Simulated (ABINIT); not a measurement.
# ZnSe (Stilleite) (F-43m) in ABINIT: settings compared

The runs below take ZnSe (Stilleite) through band structure, equation of state, with PBEsol, HCTH407, WC, LDA, BLYP.

Program: ABINIT 10.8.3 (patched build). These are calculated values, not measurements. Logs are shortened: lines on timing, memory, paths and dates and some standing lists are left out, and cuts for length are marked. The log counts tension as positive stress, the text compression.

**What was measured.**

From “Alloy Disordering Effects on the Thermal Conductivity and Energy Gap Temperature Dependence of Cd1−xZnxSe Ternary Crystals Grown by the Bridgman Method”, 2023, pmc:10253836, for a bulk crystal of ZnSe at 300 K: band gap 2.695 ± 0.003 eV (an exciton energy, a little under the gap).

How close the calculation comes is told below.

**1. The crystal as given**

Symmetry: F-43m, No. 216, cubic system. Conventional cell: a = 5.668 Å, b = 5.668 Å, c = 5.668 Å, α = 90.00°, β = 90.00°, γ = 90.00°. Se (site symmetry -43m) is surrounded by 4 Zn at 2.45 Å. Zn (site symmetry -43m) is surrounded by 4 Se at 2.45 Å.

**2. Band structure, PBEsol**

run.abi reads:

```
# Datasets: ground state, then fixed potential
ndtset 2

# Pseudopotentials
pp_dirpath "./"
pseudos "Se.GGA_PBE-JTH.xml, Zn.GGA_PBE-JTH.xml"

# Structure
acell 3*1.0
rprim
     0.0000000000     5.3551058920     5.3551058920
     5.3551058920     0.0000000000     5.3551058920
     5.3551058920     5.3551058920     0.0000000000
ntypat 2
znucl 34 30
natom 2
typat 1 2
xcart
     8.0326588379     8.0326588379     8.0326588379
     0.0000000000     0.0000000000     0.0000000000

# Plane-wave basis
ecut 20.0
pawecutdg 40.0

# Exchange and correlation
ixc -116133

# Bands and occupations
occopt 3
tsmear 0.05 eV

# SCF cycle
nstep 100

# Output
iomode 3
prtwf 0
prteig 0
prtebands 0
enunit 1
prtden1 1
prtvha1 1
prtvclmb1 1
prtpot1 1

# Dataset 1
kptopt1 1
ngkpt1 8 8 8
nshiftk1 1
shiftk1 0.0 0.0 0.0
nband1 13
tolvrs1 1.0e-9

# Dataset 2: bands along G-X-W-K-G-L-U-W-L-K
iscf2 -2
getden2 1
nband2 17
nbdbuf2 2
tolwfr2 1.0e-12
kptopt2 -9
ndivsm2 6
prteig2 1
prtvol2 -3
kptbounds2
     0.0000000000     0.0000000000     0.0000000000
     0.5000000000     0.0000000000     0.5000000000
     0.5000000000     0.2500000000     0.7500000000
     0.3750000000     0.3750000000     0.7500000000
     0.0000000000     0.0000000000     0.0000000000
     0.5000000000     0.5000000000     0.5000000000
     0.6250000000     0.2500000000     0.6250000000
     0.5000000000     0.2500000000     0.7500000000
     0.5000000000     0.5000000000     0.5000000000
     0.3750000000     0.3750000000     0.7500000000
```

Potentials or basis: JTH PAW PBE v2.0.

Launch:

```console
$ abinit run.abi > log 2>&1
```

run.abo:

```text
.Version 10.8.3 of ABINIT
 DATASET    1 : space group F-4 3 m (#216); Bravais cF (face-center cubic)
================================================================================
 Values of the parameters that define the memory need for DATASET  1.
     intxc =       0    ionmov =       0      iscf =      17    lmnmax =      18
     lnmax =       6     mgfft =      32  mpssoang =       3    mqgrid =    3001
     natom =       2  nloc_mem =       2    nspden =       1   nspinor =       1
    nsppol =       1      nsym =      24    n1xccc =       1    ntypat =       2
    occopt =       3   xclevel =       2
       mpw =        1329          nfft =       32768          nkpt =          29
 PAW method is used; the additional fine FFT grid is defined by:
   mgfftf=        45    nfftf =     91125
================================================================================
================================================================================

 DATASET    2 : space group F-4 3 m (#216); Bravais cF (face-center cubic)
================================================================================
 Values of the parameters that define the memory need for DATASET  2.
     intxc =       0    ionmov =       0      iscf =      -2    lmnmax =      18
     lnmax =       6     mgfft =      32  mpssoang =       3    mqgrid =    3001
     natom =       2  nloc_mem =       2    nspden =       1   nspinor =       1
    nsppol =       1      nsym =      24    n1xccc =       1    ntypat =       2
    occopt =       3   xclevel =       2
       mpw =        1335          nfft =       32768          nkpt =         103
 PAW method is used; the additional fine FFT grid is defined by:
   mgfftf=        45    nfftf =     91125
================================================================================
================================================================================

--------------------------------------------------------------------------------
------------- Echo of variables that govern the present computation ------------
--------------------------------------------------------------------------------
 -outvars: echo values of preprocessed input variables --------
            acell      1.0000000000E+00  1.0000000000E+00  1.0000000000E+00 Bohr
              amu      7.89600000E+01  6.53900000E+01
             ecut      2.00000000E+01 Hartree
           enunit           1
           getden1          0
           getden2          1
             iscf1         17
             iscf2         -2
              ixc     -116133
           jdtset        1    2
           kptopt1          1
           kptopt2         -9
         kptrlatt        8    0    0      0    8    0      0    0    8
          kptrlen1     6.05861070E+01
          kptrlen2     3.00000000E+01
            natom           2
            nband1         13
            nband2         17
           nbdbuf1          0
           nbdbuf2          2
           ndtset           2
           ndivsm1          0
           ndivsm2          6
            ngfft          32      32      32
          ngfftdg          45      45      45
             nkpt1         29
             nkpt2        103
            nstep         100
             nsym          24
           ntypat           2
           occopt           3
        pawecutdg      4.00000000E+01 Hartree
         pawxcdev           0
        prtebands           0
           prteig1          0
           prteig2          1
           prtpot1          1
           prtpot2          0
         prtvclmb1          1
         prtvclmb2          0
           prtvha1          1
           prtvha2          0
           prtvol1          0
           prtvol2         -3
            prtwf           0
            rprim      0.0000000000E+00  5.3551058920E+00  5.3551058920E+00
                       5.3551058920E+00  0.0000000000E+00  5.3551058920E+00
                       5.3551058920E+00  5.3551058920E+00  0.0000000000E+00
           shiftk1     0.00000000E+00  0.00000000E+00  0.00000000E+00
[... 245 lines left out ...]
 Angles (23,13,12)=  6.00000000E+01  6.00000000E+01  6.00000000E+01 degrees

 Coarse grid specifications (used for wave-functions):

 getcut: wavevector=  0.0000  0.0000  0.0000  ngfft=  32  32  32
         ecut(hartree)=     20.000   => boxcut(ratio)=   2.09888

 Fine grid specifications (used for densities):

 getcut: wavevector=  0.0000  0.0000  0.0000  ngfft=  45  45  45
         ecut(hartree)=     40.000   => boxcut(ratio)=   2.04068
--------------------------------------------------------------------------------

================================================================================
 Non-SCF case, kpt    1 (  0.00000  0.00000  0.00000), residuals and eigenvalues=
  5.23E-13  7.03E-13  7.06E-13  2.32E-13  2.91E-13  8.90E-13  8.73E-13  3.38E-13
  9.01E-14  6.13E-13  9.08E-13  6.40E-13  6.05E-13  4.02E-13  9.65E-14  5.61E-13
  2.83E-13
 -3.9816E-01 -1.5001E-01 -1.5001E-01 -1.5001E-01 -1.3631E-01 -1.3631E-01
  9.0302E-02  9.0302E-02  9.0302E-02  1.3322E-01  3.0114E-01  3.0114E-01
  3.0114E-01  4.5059E-01  5.1278E-01  5.1278E-01  5.6718E-01
 Non-SCF case, kpt    2 (  0.02941  0.00000  0.02941), residuals and eigenvalues=
  6.16E-13  1.77E-13  2.43E-13  2.62E-13  8.38E-13  5.42E-13  8.29E-13  7.39E-13
  5.18E-13  7.23E-13  5.31E-13  5.30E-13  4.50E-13  8.55E-13  8.26E-13  1.04E-10
  2.57E-05
[... 696 lines left out ...]
 Non-SCF case, kpt  102 (  0.38750  0.38750  0.72500), residuals and eigenvalues=
  2.86E-13  2.35E-13  9.57E-13  9.22E-13  9.06E-13  9.20E-13  8.18E-13  3.26E-13
  9.86E-13  6.24E-13  6.55E-13  9.42E-13  9.98E-13  9.44E-13  2.01E-13  1.29E-07
  2.99E-05
 -3.6017E-01 -1.4673E-01 -1.4259E-01 -1.3874E-01 -1.3557E-01 -1.2666E-01
 -8.4605E-02 -2.5338E-02  2.6806E-02  2.2088E-01  3.0358E-01  4.0548E-01
  4.1856E-01  4.3965E-01  5.2467E-01  6.5330E-01  6.9258E-01
 Non-SCF case, kpt  103 (  0.37500  0.37500  0.75000), residuals and eigenvalues=
  4.23E-13  4.11E-13  7.84E-13  5.79E-13  5.18E-13  5.42E-13  5.80E-13  4.33E-13
  4.53E-13  3.91E-13  8.59E-13  4.44E-13  6.13E-13  8.94E-13  8.21E-13  1.41E-07
  3.14E-05
 -3.5961E-01 -1.4690E-01 -1.4221E-01 -1.3910E-01 -1.3543E-01 -1.2646E-01
 -8.4645E-02 -2.4819E-02  2.3700E-02  2.1768E-01  2.9305E-01  4.1874E-01
  4.2936E-01  4.3832E-01  5.3180E-01  6.5290E-01  7.1519E-01

--- !ResultsGS
iteration_state: {dtset: 2, }
comment   : Summary of ground state results
lattice_vectors:
- [  0.0000000,   5.3551059,   5.3551059, ]
- [  5.3551059,   0.0000000,   5.3551059, ]
- [  5.3551059,   5.3551059,   0.0000000, ]
lattice_lengths: [   7.57326,    7.57326,    7.57326, ]
lattice_angles: [ 60.000,  60.000,  60.000, ] # degrees, (23, 13, 12)
lattice_volume:   3.0713845E+02
convergence: {deltae:  0.000E+00, res2:  0.000E+00, residm:  9.992E-13, diffor:  0.000E+00, }
etotal    :  -7.39318644E+01
entropy   :   0.00000000E+00
fermie    :   1.13017711E-01
cartesian_stress_tensor: null
pressure_GPa: null
xred      :
- [  7.5000E-01,   7.5000E-01,   7.5000E-01, Se]
- [ -9.3369E-12,  -9.3370E-12,  -9.3369E-12, Zn]
cartesian_forces: null
force_length_stats: {min: null, max: null, mean: null, }
...

 Integrated electronic density in atomic spheres:
 ------------------------------------------------
 Atom  Sphere_radius  Integrated_density
    1        2.21132          4.00997972
    2        2.30770         10.77062466

================================================================================

 ----iterations are completed or convergence reached----

 Mean square residual over all n,k,spin=   56.192E-14; max=  99.924E-14
 reduced coordinates (array xred) for    2 atoms
       0.749999999991      0.749999999991      0.749999999991
      -0.000000000009     -0.000000000009     -0.000000000009

 cartesian coordinates (angstrom) at end:
    1      4.25069999709153     4.25069999709153     4.25069999709153
    2     -0.00000000005292    -0.00000000005292    -0.00000000005292
 length scales=  1.000000000000  1.000000000000  1.000000000000 bohr
              =  0.529177210544  0.529177210544  0.529177210544 angstroms
 Eigenvalues (   eV  ) for nkpt= 103  k points:
 kpt#   1, nband= 17, wtk=  1.00000, kpt=  0.0000  0.0000  0.0000 (reduced coord)
 -10.83437   -4.08190   -4.08190   -4.08190   -3.70910   -3.70910    2.45724    2.45724
   2.45724    3.62500    8.19439    8.19439    8.19439   12.26130   13.95352   13.95352
  15.43366
 kpt#   2, nband= 17, wtk=  1.00000, kpt=  0.0294  0.0000  0.0294 (reduced coord)
 -10.82664   -4.08239   -4.07998   -4.07998   -3.70969   -3.70854    2.30274    2.43014
   2.43014    3.78812    8.13782    8.23510    8.23510   12.34558   13.70034   13.96617
  15.47747
 kpt#   3, nband= 17, wtk=  1.00000, kpt=  0.0588  0.0000  0.0588 (reduced coord)
 -10.80361   -4.08431   -4.07484   -4.07484   -3.71173   -3.70723    1.97218    2.35118
   2.35118    4.14280    7.98172    8.35446    8.35446   12.57254   13.18656   14.00376
  15.55834
 kpt#   4, nband= 17, wtk=  1.00000, kpt=  0.0882  0.0000  0.0882 (reduced coord)
 -10.76574   -4.08721   -4.06639   -4.06639   -3.71510   -3.70503    1.59173    2.22779
   2.22779    4.55863    7.75675    8.54514    8.54514   12.50923   13.03187   14.06638
  15.71387
 kpt#   5, nband= 17, wtk=  1.00000, kpt=  0.1176  0.0000  0.1176 (reduced coord)
[... 381 lines left out ...]
   0.94890    6.19566    8.46367   10.45020   10.59973   12.49637   14.27533   16.69752
  17.84915
 kpt# 101, nband= 17, wtk=  1.00000, kpt=  0.4000  0.4000  0.7000 (reduced coord)
  -9.82620   -3.98958   -3.89396   -3.76726   -3.69169   -3.46158   -2.32622   -0.59728
   0.83229    6.10853    8.45237   10.63308   11.01427   12.20305   14.22322   17.40463
  18.22447
 kpt# 102, nband= 17, wtk=  1.00000, kpt=  0.3875  0.3875  0.7250 (reduced coord)
  -9.80065   -3.99283   -3.88001   -3.77528   -3.68907   -3.44669   -2.30223   -0.68948
   0.72942    6.01033    8.26089   11.03365   11.38969   11.96344   14.27704   17.77724
  18.84604
 kpt# 103, nband= 17, wtk=  1.00000, kpt=  0.3750  0.3750  0.7500 (reduced coord)
  -9.78546   -3.99737   -3.86978   -3.78498   -3.68525   -3.44116   -2.30330   -0.67537
   0.64491    5.92326    7.97434   11.39459   11.68347   11.92723   14.47109   17.76622
  19.46124

== END DATASET(S) ==============================================================
================================================================================

 -outvars: echo values of variables after computation  --------
            acell      1.0000000000E+00  1.0000000000E+00  1.0000000000E+00 Bohr
           etotal1    -7.3931864358E+01
            fcart1    -1.4774900843E-47 -1.5713071771E-30  1.4774900843E-47
                       1.4774900843E-47  1.5713071771E-30 -1.4774900843E-47
            rprim      0.0000000000E+00  5.3551058920E+00  5.3551058920E+00
                       5.3551058920E+00  0.0000000000E+00  5.3551058920E+00
                       5.3551058920E+00  5.3551058920E+00  0.0000000000E+00
           strten1     4.8282295605E-05  4.8282295605E-05  4.8282295605E-05
                       0.0000000000E+00  0.0000000000E+00  0.0000000000E+00
           xangst      4.2506999971E+00  4.2506999971E+00  4.2506999971E+00
                      -5.2918321739E-11 -5.2918085778E-11 -5.2918321739E-11
             xred      7.4999999999E-01  7.4999999999E-01  7.4999999999E-01
                      -9.3369478815E-12 -9.3370311482E-12 -9.3369478815E-12
 Calculation completed.
```

It took 82 s on 1 thread of Arm Neoverse V2, shared host; peak memory 0.13 GiB.

Results:

```
Free energy                                           : -2011.7885 eV
Band gap on the k mesh                                : 1.17 eV, direct
Valence electrons inside the program's atomic spheres : Se 4.01; Zn 10.77
```

Levels at the corners of the path, in eV from the valence-band top:
```
point  band 5  band 6  band 7  band 8  band 9  band 10  band 11  band 12  band 13  band 14
    Γ   -6.17   -6.17    0.00    0.00    0.00     1.17     5.74     5.74     5.74     9.80
    X   -6.11   -5.99   -4.79   -2.21   -2.21     2.84     3.36    10.60    11.20    11.20
    W   -6.20   -5.86   -4.73   -2.80   -2.71     5.36     5.51     6.88     7.59    11.64
    K   -6.14   -5.90   -4.76   -3.13   -1.81     3.47     5.52     8.94     9.23     9.47
    Γ   -6.17   -6.17    0.00    0.00    0.00     1.17     5.74     5.74     5.74     9.80
    L   -6.15   -6.01   -5.29   -0.88   -0.88     2.44     6.31     6.31     8.41    10.84
    U   -6.14   -5.90   -4.76   -3.13   -1.81     3.47     5.52     8.94     9.23     9.47
    W   -6.20   -5.86   -4.73   -2.80   -2.71     5.36     5.51     6.88     7.59    11.64
    L   -6.15   -6.01   -5.29   -0.88   -0.88     2.44     6.31     6.31     8.41    10.84
    K   -6.14   -5.90   -4.76   -3.13   -1.81     3.47     5.52     8.94     9.23     9.47
```

Caveat: the cutoff is too short for stress, so the log's stress isn't used; the PAW data sets were made with another functional, which shifts forces and pressure a little.

(Continued in part 2 of 2.)
